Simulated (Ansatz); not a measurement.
**CuI: energy and pressure over a range of volumes**

One table from this session's results is given with a row withheld; the runs are named, their logs left out.

Method: DFT PBE, scalar-relativistic, in Ansatz 0.2.0.

## The system as given

The structure is orthorhombic, space group Cmcm (No. 63). The conventional cell has a = 7.466 Å, b = 7.422 Å, c = 4.307 Å, α = 90.00°, β = 90.00°, γ = 90.00°. Cu (site symmetry m2m) is surrounded by 2 Cu at 2.46 Å and 3 I at 2.58 to 2.59 Å. Around I (site symmetry m2m) lie 3 Cu at 2.58 to 2.59 Å.

Structure file:

```cif
data_structure
_symmetry_space_group_name_H-M 'Cmcm'
_symmetry_Int_Tables_number 63
_cell_length_a 7.4663
_cell_length_b 7.4222
_cell_length_c 4.3070
_cell_angle_alpha 90.000
_cell_angle_beta 90.000
_cell_angle_gamma 90.000
_cell_volume 238.68
loop_
_atom_site_label
_atom_site_type_symbol
_atom_site_symmetry_multiplicity
_atom_site_Wyckoff_symbol
_atom_site_fract_x
_atom_site_fract_y
_atom_site_fract_z
_atom_site_occupancy
Cu1 Cu 4 c 0.50000 0.07956 0.75000 1
I1 I 4 c 0.50000 0.72996 0.75000 1
```

The file gives the conventional cell by its symmetry; the runs use the cell typed in the input.

Atoms are numbered in the order of the input: Cu1, Cu2, I3, I4.

Set-up of the first run:

input.yaml

```yaml
crystal:
  lattice:
    - [3.6569591127, -3.6353286563, 0.0]
    - [3.6569591127, 3.6353286563, 0.0]
    - [0.0, 0.0, 4.2190750878]
  atoms:
    - { symbol: Cu, position: [0.42043883, 0.57956117, 0.75] }
    - { symbol: Cu, position: [0.57956117, 0.42043883, 0.25] }
    - { symbol: I, position: [0.77004268, 0.22995732, 0.75] }
    - { symbol: I, position: [0.22995732, 0.77004268, 0.25] }
kpoints:
  mp_grid: { grid: [5, 5, 6] }
  band_path:
    path:
      - [0.0, 0.0, 0.0]
      - [0.5, 0.5, 0.0]
      - [0.4970513089, 0.5029486911, 0.0]
      - [-0.4970513089, 0.4970513089, 0.0]
      - [0.0, 0.0, 0.0]
      - [0.0, 0.0, 0.5]
      - [-0.4970513089, 0.4970513089, 0.5]
      - [0.4970513089, 0.5029486911, 0.5]
      - [0.5, 0.5, 0.5]
    npoints: 5
scf:
  occupations: { method: fermi_dirac, width: 0.02 }
hamiltonian:
  xc: pbe
  pseudopotentials: { kind: all_electron, lapw: { basis_error: 0.0005 } }
output:
  forces: true
  stress: true
  eigenvalues: true
```

On the command line:

```sh
$ ansatz run input.yaml --threads 1 --pin off --max-ram 4096MiB --backend cpu --events-out ev --progress --plain --runs-dir out
```

Among the steps run: Volume × 0.94, LAPW; Volume × 0.94, PAW; Volume × 0.94, crystal datasets; Volume × 0.98, LAPW; Volume × 0.98, PAW; Volume × 0.98, crystal datasets; Volume × 1.01, LAPW; Volume × 1.01, PAW; Volume × 1.01, crystal datasets; Volume × 1.04, LAPW; Volume × 1.04, PAW; Volume × 1.04, crystal datasets.

One table of the session follows, with a row left open; its other results are not shown here.

| method | volume (Å³/atom) | pressure (GPa) | gap on the k mesh (eV) | largest force (eV/Å) |
| --- | --- | --- | --- | --- |
| LAPW | 28.045 | 4.36 | 1.09 | 0.714 |
| LAPW | 29.238 | 2.24 | 1.04 | 0.315 |
| LAPW | 30.133 | 0.94 | 1.01 | 0.088 |
| LAPW | 31.028 | -0.15 | 0.98 | 0.167 |
| PAW | 28.045 | 4.35 | 1.09 | 0.711 |
| PAW | 29.238 | 2.23 | 1.04 | 0.312 |
| PAW | 30.133 | 0.93 | 1.01 | 0.089 |
| PAW | 31.028 | -0.15 | 0.98 | 0.169 |
| crystal datasets | 28.045 | 4.36 | 1.09 | 0.714 |
| crystal datasets | 29.238 | 2.23 | 1.04 | 0.315 |
| crystal datasets | 30.133 | 0.94 | 1.01 | 0.088 |
| crystal datasets | 31.028 | ? | ? | ? |

Q: Estimate the row for crystal datasets, 31.028 from the others.

The run gave: pressure (GPa): -0.15; gap on the k mesh (eV): 0.98; largest force (eV/Å): 0.166.

Caveats from the session: Shape and positions are held, so a fully relaxed modulus can be lower. Warnings in the runs' records: gradients without spin orbit, crystal datasets made.
